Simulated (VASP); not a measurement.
Cs2AgBiBr6, 10 atoms in the cell. It takes space group Fm-3m (No. 225, cubic). Conventional cell: a = 11.187 Å, b = 11.187 Å, c = 11.187 Å, α = 90.00°, β = 90.00°, γ = 90.00°. Cs (site symmetry -43m) is surrounded by 12 Br at 3.96 Å. Ag (site symmetry m-3m) has 6 Br at 2.75 Å as nearest neighbours. Bi (site symmetry m-3m) has 6 Br at 2.84 Å as nearest neighbours. Br (site symmetry 4mm) has 1 Ag at 2.75 Å and 1 Bi at 2.84 Å as nearest neighbours. 

* Program: VASP 6.6.1
* Task: dielectric tensor
* Functional: PBE
* Potentials or basis: VASP PAW PBE potentials, release 64 (Cs_sv, Ag, Bi_d, Br)
* Cutoff: 520 eV
* k mesh: 6 × 6 × 6
* Occupations: gaussian, width 0.03 eV
* Spin: no spin polarisation
* Monkhorst-Pack mesh: yes
* Further INCAR settings: ALGO = Fast; EDIFF = 1e-08

Potentials or basis: VASP PAW PBE potentials, release 64 (Cs_sv, Ag, Bi_d, Br).

The run is started by

```console
$ cat potpaw_PBE.64/Cs_sv/POTCAR potpaw_PBE.64/Ag/POTCAR potpaw_PBE.64/Bi_d/POTCAR potpaw_PBE.64/Br/POTCAR > POTCAR
$ mpirun -np 4 vasp_std > vasp.out
```

Hardware: 4 MPI ranks on Intel(R) Xeon(R) 6975P-C (Granite Rapids), with other jobs on the host.

Question: Estimate the wall time of this run.

Answer: It took 47 min on 4 MPI ranks on Intel(R) Xeon(R) 6975P-C (Granite Rapids) (shared host), peak memory 2.6 GiB a rank. Counts: scf iterations 149, k points 28.
